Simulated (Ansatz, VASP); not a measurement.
# Pd in VASP and in Ansatz

```
CELL_PARAMETERS angstrom
0.00000 1.73280 2.45017
1.73280 0.00000 2.45017
1.73280 1.73280 0.00000
ATOMIC_POSITIONS crystal
Pd 0.00000 0.00000 0.00000
```

Alike in both runs: task single point; functional PBE; k mesh 24 × 24 × 24; occupations gaussian, width 0.15 eV; no spin polarisation.

```csv
,VASP,Ansatz
version,VASP 6.6.1,Ansatz 0.2.0
potentials or method,"VASP PAW PBE potentials, release 64 (Pd)","scalar-relativistic, plane waves, PAW"
plane-wave cutoff (eV),520,420
valence electrons in the cell,10,18
```

Ansatz gave:

* gap on the k mesh at the Fermi level (eV): none
* pressure (GPa): 23.2
* largest component of the traceless stress (GPa): 35.88

Problem. Estimate VASP's values.

Solution. gap on the k mesh at the Fermi level (eV): none; pressure (GPa): 22.6; largest component of the traceless stress (GPa): 35.46.

A gap of «none» marks a metal or a gap that the smearing closes. With one functional, cell and mesh, what is left measures potentials, basis and numerics. The two sets of potentials don't hold the same shells in valence.

Caveats: so large a pressure means that the cell lies far from this level's equilibrium, or that cutoff or potentials fall short (VASP).
